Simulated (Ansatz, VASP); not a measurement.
One calculation of Ta, two programs

File INCAR:

```
PREC = Accurate
ENCUT = 520
EDIFF = 1E-6
ISMEAR = 0
SIGMA = 0.15
LREAL = False
LASPH = True
NELM = 100
ALGO = Fast
ISIF = 2
LWAVE = False
LCHARG = True
GGA = PS
LELF = True
LVHAR = True
NBANDS = 12
```

File KPOINTS:

```
Automatic mesh
0
Gamma
  20 20 20
```

File POSCAR:

```
Ta
1.0
   -1.7008184000      1.7008184000      1.6512800000
    1.7008184000     -1.7008184000      1.6512800000
    1.7008184000      1.7008184000     -1.6512800000
Ta
1
Direct
    0.0000000000      0.0000000000      0.0000000000
```

Input for Ansatz:

```yaml
crystal:
  lattice:
    - [-1.7008184, 1.7008184, 1.65128]
    - [1.7008184, -1.7008184, 1.65128]
    - [1.7008184, 1.7008184, -1.65128]
  atoms:
    - { symbol: Ta, position: [0.0, 0.0, 0.0] }
basis:
  ecutwfc: 420
kpoints:
  mp_grid: { grid: [20, 20, 20] }
hamiltonian:
  xc: pbesol
scf:
  occupations: { method: gaussian, width: 0.15 }
output:
  forces: true
  stress: true
  eigenvalues: true
```

Change from the starting cell: strain +0.030 along x and y, +0.000 along z, atoms carried along.

Alike in both runs: task single point; functional PBEsol; k mesh 20 × 20 × 20; occupations gaussian, width 0.15 eV; no spin polarisation.

|  | VASP | Ansatz |
| --- | --- | --- |
| version | VASP 6.6.1 | Ansatz 0.2.0 |
| potentials or method | VASP PAW PBE potentials, release 64 (Ta_pv) | scalar-relativistic, plane waves, PAW |
| plane-wave cutoff (eV) | 520 | 420 |
| valence electrons in the cell | 11 | 13 |

|  | VASP | Ansatz | Ansatz less VASP |
| --- | --- | --- | --- |
| gap on the k mesh at the Fermi level (eV) | none | none | - |
| pressure (GPa) | -13.9 | -13.9 | -0.06 |
| largest component of the traceless stress (GPa) | 1.83 | 1.83 | +0.004 |

A gap of «none» marks a metal or a gap that the smearing closes. The two sets of potentials don't hold the same shells in valence.

Caveats: the PAW data sets were made with another functional, which shifts forces and pressure a little (VASP). The runs have no spin-orbit coupling, so splittings on Ta are missing.
